Question: Why does SnO₂ come out smallest with the "minimal" potentials, although their cutoff is not the lowest?

I am comparing five cell relaxations of rutile SnO₂ that differ in the potentials and the plane-wave cutoff.

VASP calculations of rutile SnO₂ (6-atom cell) with PBE and PAW potentials, without spin polarisation, on a 6×6×8 k mesh with Fermi-Dirac smearing of 0.05 eV. Cell shape, volume and atomic positions were relaxed for a static lattice; the basis column gives the plane-wave cutoff.

```
                                      potentials   basis  equilibrium volume (Å³/atom)  equilibrium volume less the median of the rows (Å³/atom)
    VASP-PAW-PBE-potentials, minimal,-release-54  580 eV                        12.584                                                    -0.027
                   VASP-PAW-PBE-potentials,-soft  480 eV                        12.597                                                    -0.014
            VASP-PAW-PBE-potentials,-recommended  600 eV                        12.611                                                     0.000
VASP-PAW-PBE-potentials, recommended,-release-54  600 eV                        12.612                                                     0.001
                   VASP-PAW-PBE-potentials,-hard  980 eV                        12.618                                                     0.007
```

If I leave out the minimal row, the volume follows the cutoff: soft is smallest, the two recommended sets lie in the middle and hard is largest. By its cutoff of 580 eV, minimal belongs between soft and recommended, yet it has the smallest volume of all. Is that poor convergence, a poorer oxygen potential or a real effect of the electrons? And does the hard set bring me closer to experiment?

Answer:

Two sizes are worth keeping in mind. Changing the potentials moves the volume by at most 0.3%, whereas every one of these cells is almost 6% larger than the cell from which the relaxation started. The first figure tells you how well the potentials agree with one another, and the second is mostly about the functional. Your irregular row belongs to the first, and its most likely origin is the tin atom.

The label "minimal" hides a change in what counts as a valence electron. That calculation has 32 electrons in the cell and the other four have 52. With two Sn atoms per cell, this is ten electrons for each Sn, which is exactly a filled 4d shell. Minimal freezes this shell in the core, while the other sets let it take part in the calculation. Its oxygen potential is the same standard one as in the recommended sets, so a poorer oxygen potential is not the reason.

The best comparison is therefore minimal against recommended of the same release, where the cutoffs are also close. The volume grows by 0.028 Å³/atom, or 0.2%, when the 4d shell is active. Spread evenly over the crystal, that lengthens an Sn–O bond by only about 0.0015 Å. The effect is tiny, but it is the only clear difference in this table that can be tied mainly to one kind of atom.

Why should an active 4d shell push the oxygen atoms away? The shell is full, and it lies close in energy to the O 2s states. When filled orbitals of two neighbours overlap, the Pauli principle forces them to stay orthogonal, which adds nodes and raises the kinetic energy. This closed-shell repulsion grows steeply as the bond shortens, so it favours a longer bond. A frozen shell keeps the shape it had in the free atom, and its outer tail is not made fully orthogonal to the oxygen orbitals, so part of the repulsion can be lost.

There is also an effect in the other direction. An active shell can polarise and mix with its surroundings, which lowers the energy and may favour a shorter bond. The larger volume suggests that repulsion wins here, but the table gives only the net change. The two tin potentials may also differ in other details of their construction, so the 4d explanation is well founded in theory rather than proved by these rows. As a general guide, a frozen shell matters more the further it reaches into the bond and the closer it lies to the valence states.

Before explaining smaller differences, check how well each cell was relaxed. Let V be the volume per atom, P the pressure left at the end (positive if the cell still pushes outwards) and B the bulk modulus. Since B = −V dP/dV, removing a small pressure changes the volume by about

ΔV ≈ V P / B

For the soft row, with P = 0.058 GPa and a rough recalled B of 180 GPa, this gives

ΔV ≈ 12.597 × 0.058 / 180 ≈ +0.004 Å³/atom

Nothing is fitted in this estimate, and the output below applies it to every row. It makes the two recommended releases a tie, because their difference of 0.001 Å³/atom is smaller than the corrections themselves. It also halves the gap between soft and recommended, from 0.014 to 0.007 Å³/atom. Minimal stays lowest, and most of its distance from recommended survives. Incomplete relaxation therefore does not explain your irregular row. The plane-wave basis is an unlikely cause too: minimal and recommended share the oxygen potential, which is the more demanding one here, and their cutoffs differ by only 20 eV.

The estimate is weakest for soft. That cell is still pushed outwards along a and b and pulled inwards along c, while the formula assumes equal pressure on all sides. Rutile crystals are stiffer along c than across it, so opposite stresses do not simply cancel in the volume. I would not build an argument on the exact position of the soft row until it has been relaxed more tightly.

What remains of the rise from soft to hard has two possible causes. One is the plane-wave basis. VASP normally keeps the set of waves chosen for the starting cell while the cell relaxes, and as the cell grows, the same number of waves describes the electrons less finely. This raises the energy of larger cells and holds the volume down, an error known as Pulay stress. For given potentials it is worst at low cutoffs, which would fit the order. But soft potentials also need fewer waves than hard ones, so the soft set at 480 eV is not necessarily less converged than the hard set at 980 eV.

The other possible cause is the oxygen potential, which changes from soft to standard to hard along with the cutoff. These rows cannot separate the two, so the rise should not be read as a convergence curve. Restarting each relaxation from its final cell, and then raising the cutoff with the potentials held fixed, would show how much belongs to the basis.

As for experiment, the hard set does not bring you closer. The starting cell is close to the measured one, roughly 12 Å³/atom as I recall it, and the median volume here lies 5.8% above it. That shared growth is about 20 times the spread among the potentials. PBE is known to make many solids too large, because its gradient correction weakens bonds, and this is the standard explanation here too. Thermal and zero-point motion are left out, but they would normally expand the cell further. Close agreement among potentials shows that they solve nearly the same PBE problem, not that PBE is right for this oxide.

This matters when SnO₂ is modelled as a transparent contact or as the channel of an oxide transistor. A volume error of 5.8% is about 5.8/3 ≈ 1.9% in length, enough to falsify the strain if a PBE film is placed on a substrate with measured lattice constants. The choice among these five sets changes the average length by less than 0.1%. For such an interface, take the strain relative to the cell relaxed with the same functional and potentials.

Output of the analysis:

```
Volumes and rough correction for residual pressure:
                                               row  cutoff eV  electrons in cell  pressure GPa  shift A3/atom  corrected volume A3/atom
      VASP-PAW-PBE-potentials, minimal,-release-54        580                 32       0.01808       0.001264                     12.59
                     VASP-PAW-PBE-potentials,-soft        480                 52       0.05755       0.004028                      12.6
              VASP-PAW-PBE-potentials,-recommended        600                 52      -0.03996        -0.0028                     12.61
  VASP-PAW-PBE-potentials, recommended,-release-54        600                 52      -0.06108      -0.004279                     12.61
                     VASP-PAW-PBE-potentials,-hard        980                 52      -0.03893      -0.002729                     12.62
Electrons per Sn that minimal keeps in the core and the others do not: 10
Recommended release 54 less minimal, A3/atom: 0.028
The same difference in percent of the minimal volume: 0.2225
The same difference as Sn-O length under uniform scaling, A: 0.001521
The same volume difference after pressure correction, A3/atom: 0.02246
Recommended release 54 less recommended, A3/atom: 0.001
Recommended less soft, A3/atom: 0.014
Recommended less soft after pressure correction, A3/atom: 0.007173
Hard less recommended, A3/atom: 0.007
Hard less recommended after pressure correction, A3/atom: 0.007071
Spread of all five volumes, A3/atom: 0.034
Spread of all five volumes in percent of the median: 0.2696
Growth of the median volume from the starting cell, A3/atom: 0.691
Growth of the median volume from the starting cell, percent: 5.797
Growth of the median volume divided by the spread of the rows: 20.32
Spread of the gaps on the mesh, eV: 0.0204
```
